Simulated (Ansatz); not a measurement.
# LiF: what symmetry allows forces and stress to be

```yaml
crystal:
  lattice:
    - [3.06094, 0.00000, 0.00000]
    - [-1.53047, 2.65085, 0.00000]
    - [0.00000, 0.00000, 4.80732]
  atoms:
    - { symbol: Li, position: [0.33333, 0.66667, 0.38115] }
    - { symbol: Li, position: [0.66667, 0.33333, 0.88115] }
    - { symbol: F, position: [0.34182, 0.68364, 0.99384] }
    - { symbol: F, position: [0.66667, 0.33333, 0.49384] }
```

Level of theory: Ansatz 0.2.0, DFT PBEsol, scalar-relativistic, plane waves, PAW.

Cutoff 420 eV; k points 9×9×6 on the computed 4-atom cell (Γ-centred); Gaussian smearing, width 0.02 eV; no spin polarisation.

This distorted cell has space group Cm, with 2 operations.

Task: Without a calculation: in which directions can each atom feel a force?

Result: A force must be left unchanged by every operation that keeps its atom in place, so it lies in the space that those operations leave fixed. Atoms that the group maps onto each other feel forces of one size.
```
atom site symmetry operations at the site equivalent to atom allowed force (Cartesian)
 Li1              m                       2                   1  in the plane normal to (1.00, 0.00, 0.00)
 Li2              m                       2                   2  in the plane normal to (1.00, 0.00, 0.00)
  F3              m                       2                   3  in the plane normal to (1.00, 0.00, 0.00)
  F4              m                       2                   4  in the plane normal to (1.00, 0.00, 0.00)
```

That leaves 8 independent force components of 12, tied by 2 conditions that the forces sum to zero, so 6 remain. A relaxation in this cell that keeps the symmetry moves the atoms in these directions alone.

Task: And the stress tensor?

Result: It must be invariant under the point group, which leaves 4 independent components: xz, xy vanish.

Task: Do the computed values obey this?

Result: Yes. Forces (eV/Å):
```
Li1  0.000  0.012 -0.003
Li2  0.000  0.188 -0.011
F3   0.000 -0.214  0.012
F4   0.000  0.015  0.002
```

Stress (GPa, compression positive, xx yy zz yz xz xy): 0.99 2.30 1.07 -0.37 0.00 0.00. The program imposes the same operations on density, forces and stress, so this confirms the analysis and is no independent test of the calculation.

This wurtzite form isn't the usual stable structure of the compound.